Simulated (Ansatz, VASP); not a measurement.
## One calculation of FeO, two programs

File INCAR:

```
SYSTEM = FeO
ALGO = Normal
EDIFF = 1E-7
ENCUT = 520
GGA = PE
ISIF = 2
ISMEAR = -1
ISPIN = 2
LASPH = .True.
LCHARG = .False.
LMAXMIX = 4
LORBIT = 11
LREAL = .False.
LWAVE = .False.
MAGMOM = 3 0
NBANDS = 18
NELM = 150
PREC = Accurate
SIGMA = 0.05
```

The input KPOINTS:

```
k-points
0
Gamma
  10 10 9
  0 0 0
```

Contents of POSCAR:

```
FeO
1.0
    2.8834223356      0.0000000000      0.0000000000
   -1.4417111629      2.4971169960      0.0000000000
    0.0000000000      0.0000000000      2.8140773371
Fe O
1 1
Direct
    0.0000000000      0.0000000000      0.0000000000
    0.6666666667      0.3333333333      0.5000000000
```

The input input.yaml:

```yaml
crystal:
  lattice:
    - [2.8834223356, 0.0, 0.0]
    - [-1.4417111629, 2.497116996, 0.0]
    - [0.0, 0.0, 2.8140773371]
  atoms:
    - { symbol: Fe, position: [0.0, 0.0, 0.0], spin: 3.0 }
    - { symbol: O, position: [0.6666666667, 0.3333333333, 0.5] }
hamiltonian:
  xc: pbe
  pseudopotentials: { kind: paw }
magnetization:
  spin_polarized: true
kpoints:
  mp_grid: { grid: [10, 10, 9] }
scf:
  occupations: { method: fermi_dirac, width: 0.05 }
output:
  forces: true
  stress: true
  eigenvalues: true
```

The cell comes from a database or a generator and needn't be the stable form of this composition.

Alike in both runs: task single point; functional PBE; k mesh 10 × 10 × 9; occupations fermi-dirac, width 0.05 eV; collinear spin.

|  | VASP | Ansatz |
| --- | --- | --- |
| version | VASP 6.6.1 | Ansatz 0.2.0 |
| potentials or method | VASP PAW PBE potentials, release 64 (Fe, O) | Ansatz PAW |
| plane-wave cutoff (eV) | 520 | 420 |
| valence electrons in the cell | 14 | 22 |

|  | VASP | Ansatz | Ansatz less VASP |
| --- | --- | --- | --- |
| gap on the k mesh at the Fermi level (eV) | none | none | - |
| pressure (GPa) | -7.2 | -7.3 | -0.05 |
| largest component of the traceless stress (GPa) | 3.04 | 2.75 | -0.286 |
| net moment per atom (μB) | 2.00 | 2.00 | 0.000 |
| size of the moment on the site where the two differ most (μB) | 3.58 | 3.46 | -0.115 |

Site moments also hang on the region over which each program counts them. A gap of «none» marks a metal or a gap that the smearing closes. The functional is the same, so the differences come from potentials, cutoffs and numerics. The two sets of potentials don't hold the same shells in valence.

Caveats: a cell with one magnetic atom can't hold antiferromagnetic order, which such compounds often take; semilocal functionals often make such compounds metallic where correlation or magnetic order opens a gap, which also shifts bond lengths; the pressure holds a Pulay correction of +0.6 GPa for the finite cutoff (Ansatz).
